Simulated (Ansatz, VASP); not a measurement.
**SnSe2 in VASP and in Ansatz**

```
Sn Se
1.0
     4.03285    0.00000    0.00000
    -2.01643    3.31268    0.00000
     0.00000    0.00000    6.22708
Sn Se
1 2
Cartesian
  0.0000 0.0000 0.0000
  0.0000 2.2081 1.5465
  2.0164 1.1045 4.6805
```

Change from the starting cell: uniaxial_x strain +5.4%.

Alike in both runs: task single point; functional r2SCAN; k mesh 12 × 12 × 4; no spin polarisation.

|  | VASP | Ansatz |
| --- | --- | --- |
| version | VASP 6.6.1 | Ansatz 0.2.0 |
| potentials or method | VASP PAW PBE potentials, release 64 (Sn_d, Se) | plane waves, PAW |
| plane-wave cutoff (eV) | 520 | 500 |
| occupations | gaussian, width 0.01 eV | fixed |
| valence electrons in the cell | 26 | 46 |

```tsv
	VASP	Ansatz	Ansatz less VASP
gap on the k mesh at the Fermi level (eV)	0.62	0.62	0.000
pressure (GPa)	-1.4	-1.5	-0.03
largest component of the traceless stress (GPa)	2.52	2.52	-0.003
rms of the force components (eV/Å)	0.009	0.014	+0.0050
```

Atom by atom the forces differ by 0.005 eV/Å (rms over components). The two sets of potentials don't hold the same shells in valence.

Caveats: the PAW data sets were made with another functional, which shifts forces and pressure a little (VASP); spin-orbit coupling is left out, which moves the levels of the heavy elements. A k mesh can miss the band edges.
